Why does it cost more to squeeze a metal than to stretch it by the same volume? In close-packed fcc tungsten, a bond length 1 % away from its best value costs roughly 13 meV per atom. For equal changes of volume the squeezed side is the dearer one, and the question is whether this lopsidedness lies in the bond or only in the way we measure the change.

Fcc tungsten at fixed cell shape, computed with OpenMX 3.8.5 using PBE without spin polarisation or spin-orbit coupling. All volumes use the OpenMX 2013 PBE pseudopotential, the W7.0-s3p2d2f1 basis, an 11×11×11 gamma-centred k mesh, 0.05 eV Fermi-Dirac smearing and 27×27×27 grid points. Energies are counted from the minimum of the fitted curve.

```
volume (Å³/atom)  energy (meV/atom)
           15.73              38.24
           16.06              12.71
           16.40               1.00
           16.73               2.02
           17.07              14.58
           17.40              37.37
           17.73              69.48
```

The energy is counted from the minimum of a fitted curve, which lies at 16.533 Å³ per atom. The last row is the highest mainly because it lies further from the minimum than the first row does. To compare the two sides fairly, I divide each energy by the square of the volume change. For a parabola in volume this quotient would be the same in every row, but at the largest volume it is only 0.82 of its value at the smallest.

The tempting explanation is pure geometry. Suppose that neighbouring atoms are joined by ideal springs, equally stiff in both directions. Volume goes as the cube of the bond length, so removing 1 Å³ shortens the bond by more than adding 1 Å³ lengthens it. Squeezing would then cost more although the springs themselves favour neither side.

This can be tested by dividing the energy by the square of the change in bond length instead. Ideal springs would give the same quotient at both ends, a ratio of 1. The ratio does move towards 1, but it stops at 0.89. On a logarithmic scale geometry accounts for about 40 % of the lopsidedness, and the other 60 % belongs to the bond, which here stands for everything in the energy that changes with this one length.

The remainder can be pictured as a balance of two terms, a repulsion that fades quickly with distance and an attraction that fades slowly. When the crystal is stretched, the repulsion fades faster than the attraction, and the atoms are pulled back with a force that grows ever more slowly. When it is squeezed, the steep repulsion takes over. The simplest form of this idea, with r for the bond length, is

E = A/rⁿ − C/rᵐ, with n larger than m.

At the best bond length r₀ the slope is zero, which ties C to A. Write r = r₀(1 + δ), so that δ is the fractional change in bond length. The third derivative of E with respect to δ, divided by the second, is then −(m + n + 3), and the energy above the minimum becomes

ΔE ≈ K δ² (1 − g δ), with g = 1 + (m + n)/3.

Here K sets the stiffness and g measures how fast the bond softens. Ideal springs have g = 0.

A first candidate for the two terms is an electron gas. The Coulomb attraction between electrons and ions goes as 1/r, and the kinetic energy of electrons confined to a smaller space goes as 1/r². With m = 1 and n = 2 this gives g = 2. A steeper candidate sets 1/r² against 1/r⁴, which gives g = 3. That pair is the second-order Birch equation of state, a form that suits many solids but names no mechanism.

The end rows allow an estimate by hand. In fcc the cube of the bond length is √2 times the volume per atom, so r₀ is 2.859 Å. The bond is 2.812 Å in the first row and 2.927 Å in the last, which makes δ about −0.016 and +0.024. The ratio of the two quotients should then be

g = 2: (1 − 0.048)/(1 + 0.032) = 0.92
g = 3: (1 − 0.072)/(1 + 0.048) = 0.89

The calculated ratio is 0.89. The electron gas has the right tendency but softens too slowly, while the steeper pair meets the value. With that pair, the curvature of the energy near the minimum falls by about 9 % for each 1 % that the bond is lengthened.

Fits to all seven rows, with three adjustable constants for each form, lead to the same order. The typical misfit is 0.65 meV per atom for springs, 0.22 for the electron gas and 0.04 for the Birch form; the printed output after this text has the details. These fits use the volumes to more digits than the table prints, because on the steep ends rounding the volume to the printed digits can shift the energy by some tenths of a meV. The end rows of the hand estimate belong to the fitted rows, so the agreement describes this curve and does not predict a new one.

The verdict against ideal springs is firm, since their misfit is 16.6 times that of the Birch form. The verdict against the electron gas needs more care. The real-space grid has the same number of points at every volume, so it becomes coarser as the cell grows. This keeps the curve smooth, but it could also tilt it slightly. The finite set of atomic orbitals may likewise describe squeezed and stretched cells unequally well. The size of both effects is untested.

It is tempting to go one step further and read the winning powers as the true laws of attraction and repulsion in tungsten. A fourth fit shows why that fails. An attraction of 1/r with a repulsion of 1/r⁵ describes the seven rows as well as the Birch pair does, with a misfit of 0.04 meV per atom again. Both pairs of powers add up to six, and over so narrow a range of bond lengths the curve fixes only the sum.

The second pair nevertheless suggests how the electron gas might be repaired. The Coulomb attraction can stay as it is if the repulsion is steeper than the kinetic energy of free electrons. Tungsten offers a plausible source, because its filled 5p shells begin to overlap when the atoms are pushed together, and such overlap repels steeply. That is an argument from general chemistry; the total energy alone does not separate this repulsion from the changing strength of the d bonds.

The sum of the powers is also the handle for guessing a neighbouring case. In sodium chloride the attraction between the ions goes as 1/r, while their closed shells repel with roughly the eighth power. The sum is then about nine instead of six, so the bond should soften faster on stretching than it does here. Other ionic crystals can have a gentler repulsion and a smaller sum. Ordinary bcc tungsten should give a similarly lopsided curve if the sum of the powers depends little on the packing, which this table does not test.

The minimum discussed here holds for a uniform change of size only. The shape of the cell was kept fixed, and fcc tungsten is known to give way when it is stretched along one axis and squeezed along the others. The curve therefore describes how its bonds respond to a change of length, not whether the crystal would survive.

Printed output of the fit:

```
fit of energy on 7 rows: constant 129436 +/- 2116, coefficient of x -258761 +/- 4217, coefficient of x**2 129326 +/- 2101; rms 0.653, worst 17.07 -0.756, leave-one-out rms 1.74
fit of energy on 7 rows: constant 131909 +/- 724, coefficient of x**(-1) -263855 +/- 1452, coefficient of x**(-2) 131946 +/- 729; rms 0.223, worst 17.07 -0.283, leave-one-out rms 0.583
fit of energy on 7 rows: constant 33298 +/- 32, coefficient of x**(-2) -66596 +/- 64, coefficient of x**(-4) 33298 +/- 32; rms 0.0393, worst 16.06 -0.0637, leave-one-out rms 0.0709
fit of energy on 7 rows: constant 53270 +/- 52, coefficient of x**(-1) -66588 +/- 65, coefficient of x**(-5) 13318 +/- 13; rms 0.0398, worst 16.06 -0.0637, leave-one-out rms 0.0717
Stiffness and misfits (prediction less value):
    row  bond_A  E_per_dV2_meV_A6  E_per_dr2_meV_A2  spring_meV  gas_meV  birch_meV
  15.73   2.812             58.82             17119     -0.6793  -0.2081    0.02099
  16.06   2.832             57.12             16859      0.6844   0.1901   -0.06371
   16.4   2.852             53.22             15923      0.7139   0.2569    0.03461
  16.73   2.871             51.77             15700   -0.004637  0.02453    0.05191
  17.07    2.89             51.49             15822     -0.7556  -0.2828   -0.03892
   17.4   2.909             49.74             15487     -0.6769  -0.2385   -0.02378
  17.73   2.927             48.14             15182      0.7182   0.2579     0.0189
Energy per squared volume change, largest volume over smallest (ratio): 0.8184
Energy per squared bond change, largest volume over smallest (ratio): 0.8869
Share of the lopsidedness due to geometry, from the end rows (percent): 40.07
Same share from B', 2/(B'+1) (percent): 39.9
Sum of the two powers of 1/r that B' asks for: 6.039
Loss of curvature for a bond 1 percent longer, from B' (percent): 9.039
Rms misfit of springs over that of the Birch form (ratio): 16.6
Rms misfit of the electron-gas balance over that of the Birch form (ratio): 5.68
```
